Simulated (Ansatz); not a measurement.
# One crystal, many levels of theory: Ta2O5 (Pmmm), part 3 of 3

Wanted: a ladder of band gaps for Ta2O5 (Pmmm), from density functionals to G0W0.

Ansatz 0.2.0; density functionals, hybrids and G0W0, plane waves, PAW. Known limits of the many-body steps: finite bands, screening cutoff and k mesh; no spin-orbit coupling in G0W0.

So far. Step 11 (G0W0@HSE06, 4×4×4 mesh, 572 empty bands, screening to …): Over 10 of 27 irreducible mesh points the G0W0 gap is 1.556 eV, from k = (-0.500, -0.500, -0.500) to k = (-0.500, 0.000, 0.000). The HSE06 gap of this run on the mesh is 1.367 eV. The two states that bound the G0W0 gap lie that far apart at the start, so the correction of the gap is 1.556 − 1.367 = +0.189 eV.

In doubt: masses and optical values from hybrid runs of this build are listed as unsure (steps 11, 12), which bears on the screening that GW takes from such a start.

**13. Gap and time by level**

Each gap is the least one over the points named; times are wall times on shared hosts, not benchmarks. A G0W0 time includes the run's own self-consistent start. Runs with listed points see these and the mesh alone, so an edge that moves elsewhere is missed. Rows marked * are further runs, not shown as steps, whose inputs differ from the G0W0 step on the same start in the columns given; solver thresholds can differ too. Rows marked ? have an edge level that the program doubts. Symmetry makes (0.500, 0.500, 0.500) and (-0.500, -0.500, -0.500) one point. Symmetry makes (0.500, 0.000, 0.000) and (-0.500, 0.000, 0.000) one point.

```tsv
level	mesh	files, cutoff	bands summed, screening	points	gap (eV)	valence top	conduction bottom	least direct gap (eV)	time
LDA	6×6×4	soft_2 PAW, 420 eV	-	mesh and listed points	0.128	(0.500, 0.500, 0.500)	(0.500, 0.000, 0.000)	0.253	15 s
PBEsol	6×6×4	soft_2 PAW, 420 eV	-	mesh and listed points	0.172	(0.500, 0.500, 0.500)	(0.500, 0.000, 0.000)	0.329	5.3 s
PBE	6×6×4	soft_2 PAW, 420 eV	-	mesh and path	0.211	(0.500, 0.500, 0.500)	(0.500, 0.000, 0.000)	0.381	7.3 s
PBE+SOC	6×6×4	soft_2 PAW, 420 eV	-	mesh and listed points	0.115	(0.500, 0.500, 0.500)	(0.500, 0.000, 0.000)	0.388	3.6 s
r2SCAN	6×6×4	soft_2 PAW, 500 eV	-	mesh and listed points	0.465	(0.500, 0.500, 0.500)	(0.500, 0.000, 0.000)	0.690	2.9 s
HSE06	4×4×2	soft_2 PAW, 420 eV	-	mesh and listed points	1.360	(0.500, 0.500, 0.500)	(0.500, 0.000, 0.000)	1.751	16 s
PBE0	4×4×2	soft_2 PAW, 420 eV	-	mesh and listed points	2.107	(0.500, 0.500, 0.500)	(0.500, 0.000, 0.000)	2.515	54 s
DDH-PBE0	4×4×2	soft_2 PAW, 420 eV	-	mesh and listed points	1.269	(0.500, 0.500, 0.500)	(0.500, 0.000, 0.000)	1.585	2 min
G0W0@PBE*	4×4×4	soft_2 PAW, 420 eV	122, 60 eV	13 of 27 irreducible mesh points	1.054	(-0.500, -0.500, -0.500)	(-0.500, 0.000, 0.000)	1.244	7.3 s
G0W0@PBE*	4×4×4	soft_2 PAW, 420 eV	293, 120 eV	13 of 27 irreducible mesh points	1.013	(-0.500, -0.500, -0.500)	(-0.500, 0.000, 0.000)	1.226	13 s
G0W0@PBE	4×4×4	soft_2 PAW, 420 eV	600, 200 eV	13 of 27 irreducible mesh points	1.144	(-0.500, -0.500, -0.500)	(-0.500, 0.000, 0.000)	1.361	34 s
G0W0@PBE*?	4×4×2	soft_2 PAW, 420 eV	293, 120 eV	11 of 18 irreducible mesh points	0.973	(-0.500, -0.500, -0.500)	(-0.500, 0.000, 0.000)	1.194	13 s
G0W0@HSE06	4×4×4	soft_2 PAW, 420 eV	600, 200 eV	10 of 27 irreducible mesh points	1.556	(-0.500, -0.500, -0.500)	(-0.500, 0.000, 0.000)	1.875	1.8 min
G0W0@PBE0	4×4×4	soft_2 PAW, 420 eV	600, 200 eV	10 of 27 irreducible mesh points	1.797	(-0.500, -0.500, -0.500)	(-0.500, 0.000, 0.000)	2.140	3.6 min
```

**14. Summary of results**

| Property | Result |
| --- | --- |
| LDA, over mesh and listed points | 0.128 eV |
| PBEsol, over mesh and listed points | 0.172 eV |
| PBE, over mesh and path | 0.211 eV |
| PBE+SOC, over mesh and listed points | 0.115 eV |
| r2SCAN, over mesh and listed points | 0.465 eV |
| HSE06, over mesh and listed points | 1.360 eV |
| PBE0, over mesh and listed points | 2.107 eV |
| DDH-PBE0, over mesh and listed points | 1.269 eV |
| G0W0@PBE (600 bands, 4×4×4), over 13 of 27 irreducible mesh points | 1.144 eV |
| G0W0@HSE06, over 10 of 27 irreducible mesh points | 1.556 eV |
| G0W0@PBE0, over 10 of 27 irreducible mesh points | 1.797 eV |
| known limits | finite bands, screening cutoff and k mesh; no spin-orbit coupling in G0W0 |

**Reading.** The rows run from 0.115 eV (PBE+SOC) to 2.107 eV (PBE0). They differ in mesh, plane-wave cutoff, bands and screening cutoff of G0W0 and the points over which the gap was sought as well as in level, so only pairs that share these are like for like. PBEsol against LDA: 0.172 − 0.128 = +0.044 eV, with the same mesh, files and cutoff, and both edges at the same k points. PBE+SOC against PBE: 0.115 − 0.211 = −0.096 eV, with the same mesh, set of files (read in its fully relativistic form for the spin-orbit run) and cutoff, and both edges at the same k points. The spin-orbit run sees mesh and listed points alone, so its gap is an upper bound: the coupling can move an edge off these points, and the change over the zone, its sign included where it is small, is not known. PBE0 against HSE06: 2.107 − 1.360 = +0.747 eV, with the same mesh, files and cutoff, and both edges at the same k points. DDH-PBE0 against PBE0: 1.269 − 2.107 = −0.838 eV, with the same mesh, files and cutoff, and both edges at the same k points. G0W0@HSE06 against G0W0@PBE with 600 bands: 1.556 − 1.144 = +0.412 eV, with the same mesh, files and cutoffs, and both edges at the same k points. G0W0@PBE0 against G0W0@HSE06 with 600 bands: 1.797 − 1.556 = +0.241 eV, with the same mesh, files and cutoffs, and both edges at the same k points. The dielectric-dependent hybrid took 0.146 of exact exchange, against 0.25 in PBE0. G0W0@PBE (600 bands, 4×4×4) moves the gap of its own start on the mesh by 1.144 − 0.190 = +0.954 eV, between the same two levels. Both edges that PBE shows over mesh and path lie at k points where levels were corrected. Levels at other points were not corrected, so a lower G0W0 gap elsewhere in the zone is not ruled out. G0W0@HSE06 moves the gap of its own start on the mesh by 1.556 − 1.367 = +0.189 eV, between the same two levels. Both edges that HSE06 shows over mesh and listed points lie at k points where levels were corrected. Levels at other points were not corrected, so a lower G0W0 gap elsewhere in the zone is not ruled out. G0W0@PBE0 moves the gap of its own start on the mesh by 1.797 − 2.113 = −0.316 eV, between the same two levels. Both edges that PBE0 shows over mesh and listed points lie at k points where levels were corrected. Levels at other points were not corrected, so a lower G0W0 gap elsewhere in the zone is not ruled out. What spin-orbit coupling does to the G0W0 levels was not computed, so no sum with the G0W0 gap is formed. For G0W0@PBE: from 122 bands and 60 eV to 600 bands and 200 eV the gap moves by 1.144 − 1.054 = +0.090 eV (rung by rung 1.054, 1.013, 1.144 eV); bands and screening cutoff rise together, so their parts are not told apart. The gap turns back along the series (1.054, 1.013, 1.144 eV), so no line is drawn and the limit is not known. The other G0W0 rows are shown at one basis each (600 bands), so their distance from the limit is not known here. With the 4×4×2 mesh in place of the 4×4×4 mesh and all else as in the G0W0@PBE row with 293 bands, the gap differs by 0.973 − 1.013 = −0.040 eV, and that of the start by 0.184 − 0.190 = −0.006 eV. The program doubts an edge level of G0W0@PBE with 293 bands (4×4×2, soft_2 PAW). For G0W0@HSE06: the program's warnings for this run: metallic iterate. For G0W0@PBE0: the program's warnings for this run: coarse exchange mesh; metallic iterate. The G0W0 runs are scalar-relativistic. G0W0@PBE runs of this series with other atomic data on the same mesh, not shown as steps, give 1.204 eV (hard PAW, 930 eV, 890 bands, screening to 260 eV); where bands and cutoffs differ too, the part of the files is not isolated. The program doubts an edge level of G0W0@PBE with 890 bands (4×4×4, hard PAW).

[Paths, hosts, dates, memory and timing lines, banners, echoed tables and standing remarks are left out of the program output.]

[Logs are printed without paths, hosts, clocks, repeated set-up lines and the standing remarks that a program may print on its own settings, such as how far it seeks lower states.]

[Runs of the session that timed out or met a known fault of the program may be left out.]

[Cells called generated may have been cut or substituted from an entry of the Crystallography Open Database or the Materials Project.]

[Hosts, paths, dates, database ids (printed as entryN), source tags and the programs' standing remarks are cut or masked in the printed files.]

[Where an RPA ε∞ is given, it is that of the G0W0 mesh and is not shown converged in it. Names of k-points follow the symmetry that the program found, which can be lower than the space group named. Band edges on a path are those of the sampled points; other points can move an edge, and change direct to indirect where valleys lie close.]

[Hybrid gaps are those of their k-mesh and are not shown converged in it.]
